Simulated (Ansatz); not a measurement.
## Ionic part of the dielectric constant of BN, mode by mode

Computed with DFT PBE+D3(BJ), scalar-relativistic, plane waves, PAW (Ansatz 0.2.0). Settings: 420 eV plane-wave cutoff, Γ-centred 12×12×12 mesh, fixed occupations. No spin polarisation. Phonons by linear response, acoustic sum rule imposed.

Symmetry: Fmm2, No. 42, orthorhombic system. The conventional cell has a = 2.508 Å, b = 6.673 Å, c = 4.338 Å, α = 90.00°, β = 90.00°, γ = 90.00°. B (site symmetry mm2) has 3 N at 1.45 Å as nearest neighbours. N (site symmetry mm2) has 3 B at 1.45 Å as nearest neighbours.

The primitive cell has V = 18.15 Å³ and ε∞,yy = 2.615. Each polar mode adds Δε = (4.92064×10⁷/V)·S/ν² along y, with S its oscillator strength in e²/amu, ν in cm⁻¹ and V in Å³.

Task: From these modes, find each Δε and ε0,yy.
```tsv
ν (cm⁻¹)	S_yy (e²/amu)
751.3	0.07704
```

Result:
```json
{"ν (cm⁻¹)": "751.3", "Δε": "0.37"}
```

The sum is 0.370, so ε0,yy = 2.99; the run's tensor has 2.99.

Task: Where do the longitudinal modes lie for a wave vector along y?

Result: At 803 cm⁻¹. The Lyddane–Sachs–Teller product Π(ν_LO/ν_TO)² = 1.14 matches ε0/ε∞ = 1.14.

This form isn't the usual stable structure of the compound.

Cost: 1 run of about 1.8 core-minutes, on Intel Xeon Platinum 8259CL (Skylake/Cascade Lake) (shared hosts).